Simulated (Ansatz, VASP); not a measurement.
One calculation of MgO, two programs

The input INCAR:

```
SYSTEM = MgO
PREC = Accurate
ENCUT = 520
EDIFF = 1E-7
ISMEAR = 0
SIGMA = 0.02
LREAL = .FALSE.
LASPH = .TRUE.
NELM = 80
ALGO = Normal
ISIF = 2
LWAVE = .FALSE.
LCHARG = .FALSE.
GGA = PE
NBANDS = 11
```

File KPOINTS:

```
Automatic mesh
0
G
  12 12 10
  0 0 0
```

POSCAR

```
MgO
1.0
    2.8839025584      0.0000000000      0.0000000000
   -1.4419512792      2.4975328776      0.0000000000
    0.0000000000      0.0000000000      2.6705154944
Mg O
1 1
Direct
    0.0000000000      0.0000000000      0.0000000000
    0.3333333300      0.6666666700      0.5000000000
```

Input for Ansatz:

```yaml
crystal:
  lattice:
    - [2.8839025584, 0.0, 0.0]
    - [-1.4419512792, 2.4975328776, 0.0]
    - [0.0, 0.0, 2.6705154944]
  atoms:
    - { symbol: Mg, position: [0.0, 0.0, 0.0] }
    - { symbol: O, position: [0.33333333, 0.66666667, 0.5] }
basis:
  ecutwfc: 420
kpoints:
  mp_grid: { grid: [12, 12, 10] }
hamiltonian:
  xc: pbe
scf:
  occupations: { method: gaussian, width: 0.02 }
output:
  forces: true
  stress: true
  eigenvalues: true
```

Alike in both runs: task single point; functional PBE; k mesh 12 × 12 × 10; occupations gaussian, width 0.02 eV; no spin polarisation.

```csv
,VASP,Ansatz
version,VASP 6.6.1,Ansatz 0.2.0
potentials or method,"VASP PAW PBE potentials, release 64 (Mg, O)","scalar-relativistic, plane waves, PAW"
plane-wave cutoff (eV),520,420
valence electrons in the cell,8,16
```

|  | VASP | Ansatz | Ansatz less VASP |
| --- | --- | --- | --- |
| gap on the k mesh at the Fermi level (eV) | 3.33 | 3.35 | +0.022 |
| least direct gap on the mesh (eV) | 3.82 | 3.84 | +0.017 |
| pressure (GPa) | 5.1 | 5.7 | +0.64 |
| largest component of the traceless stress (GPa) | 4.76 | 4.65 | -0.109 |

With one functional, cell and mesh, what is left measures potentials, basis and numerics. The two sets of potentials don't hold the same shells in valence.

A k mesh can miss the band edges.
